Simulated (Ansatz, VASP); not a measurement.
**Eu in VASP and in Ansatz**

Contents of INCAR:

```
PREC = Accurate
ENCUT = 520
EDIFF = 1E-7
ISMEAR = -1
SIGMA = 0.05
LREAL = False
LASPH = True
NELM = 150
ALGO = Normal
ISIF = 2
LWAVE = False
LCHARG = True
ISPIN = 2
MAGMOM = 7.2
LORBIT = 11
LMAXMIX = 6
GGA = PE
LELF = True
LVHAR = True
NBANDS = 18
```

File KPOINTS:

```
regular mesh
0
Gamma
  7 7 7
```

File POSCAR:

```
Eu
1.0
    0.0000000000      2.7893026914      2.7893026914
    2.7893026914      0.0000000000      2.7893026914
    2.7893026914      2.7893026914      0.0000000000
Eu
1
Direct
    0.0000000000      0.0000000000      0.0000000000
```

Input for Ansatz:

```yaml
crystal:
  lattice:
    - [0.0, 2.7893026914, 2.7893026914]
    - [2.7893026914, 0.0, 2.7893026914]
    - [2.7893026914, 2.7893026914, 0.0]
  atoms:
    - { symbol: Eu, position: [0.0, 0.0, 0.0], spin: 7.2 }
magnetization:
  spin_polarized: true
kpoints:
  mp_grid: { grid: [7, 7, 7] }
scf:
  occupations: { method: fermi_dirac, width: 0.05 }
  convergence: { dr2_threshold: 1.0e-09 }
hamiltonian:
  xc: pbe
  pseudopotentials: { kind: all_electron, lapw: { basis_error: 0.00025 } }
output:
  eigenvalues: false
checkpoint:
  write: state
  compress: false
  write_every: 100000
```

Alike in both runs: task single point; functional PBE; k mesh 7 × 7 × 7; occupations fermi-dirac, width 0.05 eV; collinear spin.

|  | VASP | Ansatz |
| --- | --- | --- |
| version | VASP 6.6.1 | Ansatz 0.2.0 |
| potentials or method | VASP PAW PBE potentials, release 64 (Eu) | all-electron LAPW, scalar-relativistic |
| plane-wave cutoff (eV) | 520 | see its input |

Ansatz gave:

| Property | Result |
| --- | --- |
| net moment per atom (μB) | 7.58 |
| size of the moment on the site where the two differ most (μB) | 7.38 |

Task: Which values does VASP return?

Result: net moment per atom (μB): 7.57; size of the moment on the site where the two differ most (μB): 6.74.

Site moments also hang on the region over which each program counts them. Ansatz ran all-electron here, so the differences hold the error of VASP's frozen core and of both bases.

Caveats: spin-orbit coupling is left out, which moves the levels of the heavy elements. The state reached can hang on the start; a lower one may exist.
